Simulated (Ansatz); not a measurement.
CoO: changing the dispersion correction

The cell as given:

Symmetry: I4/mmm, No. 139, tetragonal system. Conventional cell: a = 3.016 Å, b = 3.016 Å, c = 4.214 Å, α = 90.00°, β = 90.00°, γ = 90.00°. Co (site symmetry 4/mmm) has 6 O at 2.11 to 2.13 Å as nearest neighbours. Around O (site symmetry 4/mmm) lie 6 Co at 2.11 to 2.13 Å.

Kept alike: task relaxation of cell and atoms; functional PBEsol; k mesh 12 × 12 × 12; occupations fermi-dirac, width 0.05 eV; collinear spin, ferromagnetic start. Program: Ansatz, Ansatz PAW, cutoff 420 eV. The mesh is that of the run's cell of 2 atoms. No spin-orbit coupling.

```csv
dispersion correction,volume (Å³/atom),largest site moment (μB)
D3(BJ),9.609,2.50
D3(BJ)-ATM,9.608,2.50
D4,8.924,2.27
none,9.059,2.35
```

The relaxations keep at least the cell's symmetry (I4/mmm). For a metal such a mesh leaves the last digits unconverged. Relaxations stop with a little pressure left, so the last digits of a volume or edge aren't settled. Ansatz's relaxations hold a Pulay term in the stress (up to 0.8 GPa here). The runs hold the magnetic state that their start led to, which needn't be the lowest. Site moments count inside each atom's sphere or projector. All rows use potentials made for PBE.

What does the dispersion correction change here?

The volume runs from 8.924 (D4) to 9.609 Å³/atom (D3(BJ)). Against no correction: D3(BJ) +6.1 %; D3(BJ)-ATM +6.1 %; D4 -1.5 %. A larger cell runs against the usual contraction; coefficients that follow the coordination can push outwards. The largest site moment runs from 2.27 (D4) to 2.50 μB (D3(BJ); D3(BJ)-ATM).
